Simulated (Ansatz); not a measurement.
# W (Im-3m) in Ansatz: further runs

The runs below take W through atomic charges, density of states, with PBE+U, PBE+D3(BJ)+U.

Everything below comes from runs of Ansatz 0.2.0. Logs are shortened: lines on timing, memory, paths and dates and some standing lists are left out, and cuts for length are marked.

**1. The crystal as given**

The structure is cubic, space group Im-3m (No. 229). Conventional cell: a = 3.165 Å, b = 3.165 Å, c = 3.165 Å, α = 90.00°, β = 90.00°, γ = 90.00°. W (site symmetry m-3m) is surrounded by 8 W at 2.74 Å.

**2. Atomic charges, PBE+U, collinear spin, ferromagnetic start (cell strained at random at fixed volume)**

Contents of input.yaml:

```yaml
crystal:
  lattice:
    - [-1.581658, 1.553, 1.586689]
    - [1.569671, -1.556807, 1.578509]
    - [1.615803, 1.590951, -1.590496]
  atoms:
    - { symbol: W, spin: 0.5, position_ang: [-0.048569728, 0.046212874, -0.019616114] }
hamiltonian:
  xc: pbe
  pseudopotentials: { kind: paw }
  hubbard:
    sites: [{ species: W, l: d, u_eff: 5.0 }]
    projectors: atomic
    double_counting: amf
magnetization:
  spin_polarized: true
kpoints:
  mp_grid: { grid: [9, 9, 9] }
scf:
  occupations: { method: fermi_dirac, width: 0.025 }
output:
  forces: true
  stress: true
  eigenvalues: true
  bader: true
  populations: true
basis:
  ecutwfc: "200 eV"
```

Potentials or basis: Ansatz PAW.

Run with:

```sh
$ ansatz run input.yaml --threads 1 --pin off --max-ram 2560MiB --backend cpu --events-out ev --progress --plain --runs-dir out
```

The log of the run:

```text
Warning: basis.ecutwfc = 200 eV is below the records' recommended 420 eV, and the density's cutoff is lower with it unless basis.ecutrho_ratio is high enough to keep the records' density cutoff: compare with a run at a higher cutoff
Warning: RAYON_NUM_THREADS=1 ignored (pool sized by the plan → 1); use --threads N
Engine: ansatz 0.2.0, aarch64-unknown-linux-gnu
Pseudopotentials: kind: paw
Pseudopotential: W, paw, valence charge 14, recommended cutoff 420 eV (normal), W.paw.azcp
Functional definition: PBE
  parameter kappa = 0.804
  parameter beta = 0.06672455060314922
  exchange = pbe_x(kappa = kappa, mu = beta*pi^2/3)
  correlation = pbe_c(beta = beta)
Crystal: 1 atoms, lattice volume = 15.848 Å³
Basis set: ecut = 200 eV, 87 PW (Γ), exchange–correlation on 30×30×30 points (8 copies of the dense FFT grid, shifted against one another)
Bands: 12, of which v1, the nominal top of the filled ones, is band 7 counted from 1 (6 counted from 0)
Symmetry: 2 space group operations
Space group: P-1 (ITA 2), of the structure as read, at distance tolerance 2.5e-5 Å
Magnetic group: BNS 2.4 (UNI 4), of the structure as read, at distance tolerance 2.5e-5 Å
k-points: 365 of 729
Non-local potential: W, projectors of the file, l = 0: 3, l = 1: 2, l = 2: 2, l = 3: 1
PAW form: soft (Blöchl's): semilocal exchange-correlation on the pseudo side does not see the compensation charge
PAW one-centre angular grid: W, 590 points (default); XC on 64 Gauss nodes
Initial density: superposition of atomic densities (chi_scale 0.1, normalization cell)
Starting moments: Σ|m| = 0.5 μB on 1 of 1 site
Initial wavefunctions: pseudopotential atomic-orbital guess
Functional: x = pbe(κ = 0.804, μ = 0.2195149727645171), c = pbe(β = 0.06672455060314922)
SCF iter   1: F=—  HF=-10381.571266 eV  |F-HF|=—  |Δ(HF+E_count)|=         —  Δρ=6.60e-2 (↑6.60e-2 ↓3.37e-2)  dr2=1.18e0  dr2_m=8.16e-2  M=0.079 μB ∫|m|=0.079 μB  β_m=0.30  ethr=3.10e-3  ⟨swp⟩=4.9  Hψ=41408  notcnv=0
preconditioner: auto → none  [metal: Δε(μ)=0.012 eV  Ē_g=11.138 eV  σ=0.025 eV  W_gap=0.12  n_scr=0 (ndim 8)  ℏωp=22.8 eV  f_vac=0.000  D(μ)=0.54/eV (n_scr^D=0)]
SCF iter   2: F=—  HF=-10381.182411 eV  |F-HF|=—  |Δ(HF+E_count)|=   3.89e-1  Δρ=3.93e-2 (↑3.93e-2 ↓2.03e-2)  dr2=3.19e-1  dr2_m=3.94e-2  M=0.082 μB ∫|m|=0.082 μB  β_m=0.30  ethr=3.10e-3  ⟨swp⟩=2.9  Hψ=21629  notcnv=0  defer=639
SCF iter   3: F=—  HF=-10381.066748 eV  |F-HF|=—  |Δ(HF+E_count)|=   1.16e-1  Δρ=1.42e-2 (↑1.33e-2 ↓1.42e-2)  dr2=1.01e-2  dr2_m=1.90e-2  M=0.083 μB ∫|m|=0.083 μB  β_m=0.30  ethr=2.28e-3  ⟨swp⟩=2.0  Hψ=15217  notcnv=0  defer=639
SCF iter   4: F=—  HF=-10381.088074 eV  |F-HF|=—  |Δ(HF+E_count)|=   2.13e-2  Δρ=8.88e-3 (↑8.88e-3 ↓8.43e-3)  dr2=5.55e-4  dr2_m=1.05e-2  M=0.068 μB ∫|m|=0.068 μB  β_m=0.30  ethr=7.21e-5  ⟨swp⟩=2.2  Hψ=14254  notcnv=0  defer=623
SCF iter   5: F=—  HF=-10381.100800 eV  |F-HF|=—  |Δ(HF+E_count)|=   1.27e-2  Δρ=6.49e-3 (↑6.36e-3 ↓6.49e-3)  dr2=1.45e-4  dr2_m=5.90e-3  M=0.055 μB ∫|m|=0.055 μB  β_m=0.30  ethr=3.96e-6  ⟨swp⟩=2.3  Hψ=13209  notcnv=0  defer=623
SCF iter   6: F=—  HF=-10381.108907 eV  |F-HF|=—  |Δ(HF+E_count)|=   8.11e-3  Δρ=4.91e-3 (↑4.91e-3 ↓4.89e-3)  dr2=7.29e-5  dr2_m=3.42e-3  M=0.043 μB ∫|m|=0.043 μB  β_m=0.30  ethr=1.04e-6  ⟨swp⟩=1.4  Hψ=8693  notcnv=0  defer=623
SCF iter   7: F=—  HF=-10381.114147 eV  |F-HF|=—  |Δ(HF+E_count)|=   5.24e-3  Δρ=3.78e-3 (↑3.72e-3 ↓3.78e-3)  dr2=3.37e-5  dr2_m=2.02e-3  M=0.034 μB ∫|m|=0.034 μB  β_m=0.30  ethr=5.20e-7  ⟨swp⟩=1.4  Hψ=9684  notcnv=0  defer=623
Mixer restart at iter 7: flushing history
spin-set hold released at iteration 7 (site moments contracting): the magnetisation degrees of freedom join the quasi-Newton model from the next iteration; the mixer history was flushed
SCF iter   8: F=—  HF=-10381.117540 eV  |F-HF|=—  |Δ(HF+E_count)|=   3.39e-3  Δρ=2.96e-3 (↑2.91e-3 ↓2.96e-3)  dr2=7.06e-5  dr2_m=1.20e-3  M=0.026 μB ∫|m|=0.026 μB  β_m=0.65  ethr=2.41e-7  ⟨swp⟩=1.4  Hψ=8915  notcnv=0  defer=623
SCF iter   9: F=—  HF=-10381.123351 eV  |F-HF|=—  |Δ(HF+E_count)|=   5.81e-3  Δρ=6.21e-4 (↑6.01e-4 ↓6.21e-4)  dr2=5.25e-5  dr2_m=1.85e-5  M=0.005 μB ∫|m|=0.005 μB  β_m=0.82  ethr=2.41e-7  ⟨swp⟩=2.6  Hψ=13681  notcnv=0  defer=623
SCF iter  10: F=—  HF=-10381.123576 eV  |F-HF|=—  |Δ(HF+E_count)|=   2.25e-4  Δρ=1.26e-4 (↑1.26e-4 ↓1.03e-4)  dr2=1.71e-6  dr2_m=7.98e-7  M=0.001 μB ∫|m|=0.002 μB  β_m=0.91  ethr=2.41e-7  ⟨swp⟩=1.5  Hψ=10245  notcnv=0  defer=623
SCF iter  11: F=—  HF=-10381.123586 eV  |F-HF|=—  |Δ(HF+E_count)|=   9.69e-6  Δρ=3.80e-5 (↑3.80e-5 ↓2.00e-5)  dr2=5.64e-8  dr2_m=1.02e-7  M=0.000 μB ∫|m|=0.001 μB  β_m=0.96  ethr=7.14e-10  ⟨swp⟩=5.2  Hψ=36953  notcnv=0
SCF iter  12: F=—  HF=-10381.123587 eV  |F-HF|=—  |Δ(HF+E_count)|=   1.10e-6  Δρ=2.29e-5 (↑2.29e-5 ↓1.14e-5)  dr2=4.54e-8  dr2_m=3.52e-8  M=0.000 μB ∫|m|=0.001 μB  β_m=0.98  ethr=4.03e-10  ⟨swp⟩=4.9  Hψ=34692  notcnv=0
iter 13 did not close the SCF: its close was put off for a magnetic moment that had not settled (scf_convergence_deferred on its scf_iter line)
[...]
SCF 1 converged in 16 iterations: F = -10381.123587 eV  dr2 = 1.93e-11
[...]
SCF iter  14: F=-10381.123587 eV  HF=-10381.123587 eV  |F-HF|=6.49e-8  |Δ(HF+E_count)|=   1.55e-6  Δρ=1.35e-5 (↑1.28e-5 ↓1.35e-5)  dr2=1.89e-8  dr2_m=1.93e-8  M=0.000 μB ∫|m|=0.001 μB  β_m=0.99  ethr=6.70e-10  ⟨swp⟩=2.8  Hψ=17657  notcnv=0
iter 15 did not close the SCF: its close was put off for a magnetic moment that had not settled (scf_convergence_deferred on its scf_iter line)
SCF iter  15: F=-10381.123587 eV  HF=-10381.123587 eV  |F-HF|=5.00e-9  |Δ(HF+E_count)|=   2.19e-7  Δρ=4.32e-6 (↑2.71e-6 ↓4.32e-6)  dr2=1.99e-9  dr2_m=8.86e-10  M=-0.000 μB ∫|m|=0.000 μB  β_m=0.99  ethr=1.35e-10  ⟨swp⟩=1.0  Hψ=25109  notcnv=0
iter 16 did not close the SCF: its close was put off for a magnetic moment that had not settled (scf_convergence_deferred on its scf_iter line)
SCF iter  16: F=-10381.123587 eV  HF=-10381.123587 eV  |F-HF|=3.78e-10  |Δ(HF+E_count)|=   1.23e-8  Δρ=1.14e-6 (↑1.06e-6 ↓1.14e-6)  dr2=2.01e-10  dr2_m=1.07e-10  M=-0.000 μB ∫|m|=0.000 μB  β_m=1.00  ethr=1.42e-11  ⟨swp⟩=1.0  Hψ=24297  notcnv=0
iter 17 did not close the SCF: its close was put off for a magnetic moment that had not settled (scf_convergence_deferred on its scf_iter line)
SCF iter  17: F=-10381.123587 eV  HF=-10381.123587 eV  |F-HF|=1.07e-10  |Δ(HF+E_count)|=  8.31e-10  Δρ=5.75e-7 (↑4.36e-7 ↓5.75e-7)  dr2=3.26e-11  dr2_m=2.90e-11  M=-0.000 μB ∫|m|=0.000 μB  β_m=1.00  ethr=1.43e-12  ⟨swp⟩=1.0  Hψ=24218  notcnv=0
SCF iter  18: F=-10381.123587 eV  HF=-10381.123587 eV  |F-HF|=2.36e-11  |Δ(HF+E_count)|=  2.51e-10  Δρ=2.34e-7 (↑2.34e-7 ↓2.33e-7)  dr2=3.49e-12  dr2_m=6.78e-12  M=-0.000 μB ∫|m|=0.000 μB  ethr=1.00e-12  ⟨swp⟩=1.0  Hψ=23731  notcnv=0
SCF 2 converged in 18 iterations: F = -10381.123587 eV  dr2 = 3.49e-12
WARN: the starting moments were not kept: the SCF closed with an absolute magnetisation of 1.1e-5 μB, where they sum to 0.5 μB in size (1 site). That is at most 0.1 of that sum. Measured as dr2_m measures the in/out step, that magnetisation stands 4.7e-11 eV from none, at or under the dr2_threshold of 1.0e-7 eV: it is no larger than a step whose dr2_m would equal this threshold. The system may hold no moment; this SCF shows only that its start led to no more than that. To try another start: raise the starting moments (crystal.atoms[].spin, magnetization.per_species, magnetization.initial_magnetization, or on a non-collinear deck that types none of these the spinor_matrix: blocks that start its atoms; where the total moment is fixed, keep their sum and leave initial_magnetization as it is; typed ones take the place of any that the run laid by itself, positive ones on a crystal's lanthanoids without a Hubbard term where scf.initial_density.shell_occupations: [] is typed) or, if the notice of its spin-set hold's release reads "site moments contracting" or "site moments show no strong build", lengthen the hold (scf.mixing.spin_hold: { on: { confirm: 4 } }; for m-r²SCAN on two components see the key's manual first). Each may lead to a state that holds a moment. A second SCF, from the converged charge density, with the starting moments and any scf.initial_density.shell_occupations laid on it anew, would have followed, and was not run: the deck does not ask for one (magnetization.retry_lost_moments is false, the default). To let it run, set magnetization.retry_lost_moments: true and run the deck again, where that key's refused combinations let it; where memory then withholds it, that run's warning says so.
SCF converged after 16 iterations
Magnetization: 0.0000 μB (7.0000 up, 7.0000 down)
Absolute magnetization: 0.0000 μB (∫|ρ↑−ρ↓|, with the PAW one-centre terms)
Spin contamination: 0.0000 ħ² per cell (⟨S²⟩ above its minimum at these occupations)
Per-site moments (μB) at R_I (Å): [(5.777901310603219e-7, 1.1205436081719318)]
Free energy (F): -10381.123587 eV
Harris-Foulkes:  -10381.123587 eV  (|F-HF|=3.09e-11)
Internal energy: -10381.121749 eV  (E = F + TS)
E sigma→0 (E₀):  -10381.122668 eV
Entropy (-TS):   -0.001839 eV (-1.839 meV/atom)
Fermi energy:    22.798511 eV
--- Per-component energies (eV) ---
  E_band       = -85.104389
  E_kinetic    = 449.201752
  E_local      = -586.103251  (includes V_loc(G=0)·N_el)
  E_nonlocal   = -4.043265
  E_hartree    = 207.794546
  E_xc         = -266.358097
  E_vxc        = -238.704971  (∫ρ·V_xc dr)
  E_hubbard    = -0.170015  (on-site DFT+U / exact-exchange correction)
  E_vhub       = -0.340031  (the Hubbard potential's part of the band-sum identity)
  E_paw        = -8558.764232  (= ΣΔE_a)
  E_vpaw       = -120.702459  (= ΣTr[D̂ρ^β])
  E_aug_tail   = -0.001358  (compensation charges beyond the density's cutoff)
  E_ewald      = -1622.677827
  E_smearing   = -0.001839  (= −TS)
  E_closure    = 0.000000  (closes the sum)
  Σ components = -10381.123587   (vs F -10381.123587, Δ=0.00e0)
DFT+U double counting: amf (around mean field; hamiltonian.hubbard.double_counting)
--- Forces (eV/Å), atoms counted from 1 ---
  atom   1  W      0.00000000     0.00000000     0.00000000
  max |Σ_I F_I| component: 0.00e0 eV/Å
--- Stress (GPa, compression-positive) ---
       10.631704      -3.572819       0.948033
       -3.572819      14.776824      -0.243146
        0.948033      -0.243146      14.248765
  P = ⅓ Tr σ = 13.2191 GPa (132.191 kbar)
--- Band table (eV; the first three rows and the last of 730) ---
  k-point 0 ↑: bands = ["-52.5615", "-15.1470", "-15.1269", "-15.1037", "13.0686", "21.2488", "21.4854", "21.8067", "25.3607", "25.6080", "37.0411", "37.2823"]
  k-point 1 ↑: bands = ["-52.5606", "-15.6718", "-15.3218", "-15.1801", "13.6288", "20.8620", "21.1568", "22.0614", "25.0201", "25.4057", "37.8549", "38.2597"]
  k-point 2 ↑: bands = ["-52.5371", "-16.0584", "-15.5529", "-15.2016", "15.0063", "20.0586", "20.8175", "23.6380", "24.8041", "25.5300", "37.9817", "39.5504"]
  k-point 364 ↓: bands = ["-52.4999", "-16.5726", "-15.7504", "-15.4383", "17.2998", "19.1304", "19.9112", "25.4085", "25.8770", "28.1964", "36.2921", "37.1767"]
Occupation matrices written to <dir>
--- Löwdin populations: 1 site ---
  site symbol       q [e]    m [muB]
     0      W     13.8712     0.0000
  spilling = 0.009203 (of n_electrons = 14.000000)
--- Bader charges: 1 site ---
  site symbol  charge [e]  shift [e]    m [muB]
     0      W      0.0000     0.0000     0.0000
  estimated error of the sums over rays = 1.3e-6 e
```

Wall time 58 s (1 thread of Arm Neoverse V1, shared host); peak memory 0.47 GiB.

These settings aren't checked as converged (typed here: basis.ecutwfc = 200 eV): the numbers below hold their error.

What came out:

* Free energy: -10381.1236 eV
* Pressure: 13.2 GPa
* Band gap on the k mesh: none (metal or under the smearing width)
* Net moment: 0.00 μB per cell
* Absolute moment: 0.00 μB per cell

Caveat: the magnetic or orbital state may not be the lowest; the pressure holds a Pulay correction of +187.9 GPa for the finite cutoff; the U is typed as a test and isn't derived for this compound; the starting moments weren't kept; the cutoff lies under the one recommended for these potentials.

**3. Density of states, PBE+D3(BJ)+U**

Contents of input.yaml:

```yaml
crystal:
  lattice:
    - [-1.582345, 1.582345, 1.582345]
    - [1.582345, -1.582345, 1.582345]
    - [1.582345, 1.582345, -1.582345]
  atoms:
    - { symbol: W, position: [0.0, 0.0, 0.0] }
hamiltonian:
  xc: pbe
  pseudopotentials: { kind: paw }
  dispersion: d3bj
  hubbard: { sites: [{ species: W, l: d, u_eff: 8.0 }], double_counting: fll }
kpoints:
  mp_grid: { grid: [12, 12, 12] }
scf:
  occupations: { method: fermi_dirac, width: 0.1 }
  n_extra_bands: 6
  mixing: { preconditioner: none }
output:
  forces: true
  stress: true
  eigenvalues: true
  dos: { projected: false, de: 0.05, nscf_kmesh: { grid: [18, 18, 18] } }
```

Potentials or basis: Ansatz PAW.

Run with:

```sh
$ ansatz run input.yaml --threads 1 --pin off --max-ram 2560MiB --backend cpu --events-out ev --progress --plain --runs-dir out
```

Wall time 3.6 s (1 thread of Arm Neoverse V1, shared host); peak memory 0.26 GiB.

Results (log left out):

```yaml
Free_energy: -10376.0073 eV
Pressure: 12.7 GPa
Band_gap_on_the_k_mesh: none (metal or under the smearing width)
Density_of_states_at_the_Fermi_level: 0.38 states/eV per cell
```

Levels at points of the mesh, in eV from the Fermi level:
| k point | band 4 | band 5 | band 6 | band 7 | band 8 | band 9 | band 10 | band 11 |
| --- | --- | --- | --- | --- | --- | --- | --- | --- |
| (0.00, 0.00, 0.00) | -37.42 | -9.49 | -2.06 | -2.06 | -2.06 | 4.06 | 4.06 | 14.63 |
| (0.00, 0.00, -0.50) | -37.43 | -6.37 | -4.42 | 0.82 | 3.35 | 4.96 | 5.37 | 11.18 |
| (-0.50, -0.50, -0.50) | -38.33 | -4.07 | -4.07 | 4.37 | 4.37 | 4.37 | 8.41 | 8.41 |

States per cell in windows of 1 eV (zero at the Fermi level; states under -8 eV left out):
| from (eV) | total |
| --- | --- |
| -8.0 | 0.11 |
| -7.0 | 0.32 |
| -6.0 | 0.77 |
| -5.0 | 0.68 |
| -4.0 | 1.37 |
| -3.0 | 1.42 |
| -2.0 | 0.88 |
| -1.0 | 0.42 |
| 0.0 | 0.47 |
| 1.0 | 0.57 |
| 2.0 | 0.74 |
| 3.0 | 1.09 |
| 4.0 | 1.51 |
| 5.0 | 0.65 |
| 6.0 | 0.28 |
| 7.0 | 0.29 |

Eigenvalues of the final occupation matrices:
```tsv
site	spin	trace	eigenvalues
site 1	1	2.49	0.30 0.30 0.63 0.63 0.63
```

Caveat: U without spin polarisation on a metal has little footing; pairwise dispersion overbinds metals, which lowers pressure and volume; the U is typed as a test and isn't derived for this compound. The run has no spin-orbit coupling, so splittings on W are missing.
